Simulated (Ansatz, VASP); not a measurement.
Two plane-wave programs on Ge

The input POSCAR:

```
Ge
1.0
    0.0000000000      2.8808450516      2.8066145844
    2.8808450516      0.0000000000      2.8066145844
    2.8808450516      2.8808450516      0.0000000000
Ge
2
Direct
    0.0000000000      0.0000000000      0.0000000000
    0.2500000000      0.2500000000      0.2500000000
```

Contents of INCAR.step1:

```
SYSTEM = Ge
ALGO = Normal
EDIFF = 1E-4
ENCUT = 520
GGA = PE
ISMEAR = -1
LASPH = .True.
LCHARG = .False.
LREAL = .False.
LWAVE = .True.
NBANDS = 21
NELM = 60
PREC = Accurate
SIGMA = 0.02
```

Contents of INCAR.step2:

```
SYSTEM = Ge
ALGO = Normal
EDIFF = 1E-7
ENCUT = 520
ISIF = 2
ISMEAR = -1
ISTART = 1
LASPH = .True.
LCHARG = .False.
LMIXTAU = .True.
LREAL = .False.
LWAVE = .False.
METAGGA = R2SCAN
NBANDS = 21
NELM = 60
PREC = Accurate
SIGMA = 0.02
```

The input KPOINTS:

```
k-points
0
Gamma
  8 8 8
  0 0 0
```

Input for Ansatz:

```yaml
crystal:
  lattice:
    - [0.0, 2.8808450516, 2.8066145844]
    - [2.8808450516, 0.0, 2.8066145844]
    - [2.8808450516, 2.8808450516, 0.0]
  atoms:
    - { symbol: Ge, position: [0.0, 0.0, 0.0] }
    - { symbol: Ge, position: [0.25, 0.25, 0.25] }
kpoints:
  mp_grid: { grid: [8, 8, 8] }
  band_path:
    path:
      - [0.0, 0.0, 0.0]
      - [0.5, 0.0, 0.5]
      - [0.625, 0.25, 0.625]
      - [0.375, 0.375, 0.75]
      - [0.5, 0.5, 0.5]
      - [0.5, 0.25, 0.75]
      - [-0.013021, -0.002767, -0.015788]
      - [0.0, 0.0, 0.5]
    npoints: 1
hamiltonian:
  xc: r2scan
scf:
  occupations: { method: fermi_dirac, width: 0.02 }
  n_extra_bands: 4
output:
  forces: true
  stress: true
  eigenvalues: true
```

Change from the starting cell: epitaxial_xy strain +1.6%.

Alike in both runs: task single point; functional r2SCAN; k mesh 8 × 8 × 8; occupations fermi-dirac, width 0.02 eV; no spin polarisation.

|  | VASP | Ansatz |
| --- | --- | --- |
| version | VASP 6.6.1 | Ansatz 0.2.0 |
| potentials or method | VASP PAW PBE potentials, release 64 (Ge_d) | plane waves, PAW |
| plane-wave cutoff (eV) | 520 | 500 |
| valence electrons in the cell | 28 | 28 |

VASP gave:

* pressure (GPa): -1.3
* largest component of the traceless stress (GPa): 1.32

Problem. Estimate Ansatz's values.

Solution. Pressure (GPa): -1.3; largest component of the traceless stress (GPa): 1.34.

Caveats: the PAW data sets were made with another functional, which shifts forces and pressure a little (VASP).
